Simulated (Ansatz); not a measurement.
System: rock-salt LiI. Method: revPBE (PAW; Ansatz, a program for electronic structure).

Numerical settings: plane-wave cutoff 520 eV, 10×10×10 k mesh, Fermi–Dirac smearing 0.01 eV, scalar-relativistic PAW data made under PBE.

Pressure at four volumes; x = ln(V/28.769 Å³). One pressure is withheld.

```
V (Å³/atom)        x  P (GPa)
-----------  -------  -------
27.043       -0.0619        ?
27.618       -0.0408    0.752
28.769        0.0000   -0.001
30.495        0.0583   -0.862
```

Q: Pass a parabola P(x) through the three rows shown, estimate the bulk modulus and its pressure derivative near zero pressure, and predict the withheld pressure.

A: Slopes between the rows: (-0.001 − (0.752))/(0.0000 − (-0.0408)) = -18.46 and (-0.862 − (-0.001))/(0.0583 − (0.0000)) = -14.77 GPa. Their difference over the span 0.0991 is c = 3.69/0.0991 = 37.2 GPa, so P(x) = 0.752 + (-18.46)(x − (-0.0408)) + 37.2 (x − (-0.0408))(x − (0.0000)). At the middle row B = −dP/dx = −[-18.46 + 37.2 × 0.0408] = 16.9 GPa, and B′ = dB/dP = 2c/B = 4.4. At x = -0.0619 the parabola gives 1.190 GPa; the run gives 1.195 GPa. The Birch–Murnaghan fit to the energies at all volumes has B0 = 16.8 GPa and B′ = 4.5.

Measured, for comparison: bulk modulus 24 GPa (0 K, extrapolated to 0 K; as tabulated in Doll and Stoll (1998), arXiv:cond-mat/9801031). Computed (rounded) less measured: bulk modulus -30 %.

Spin–orbit coupling is not included.
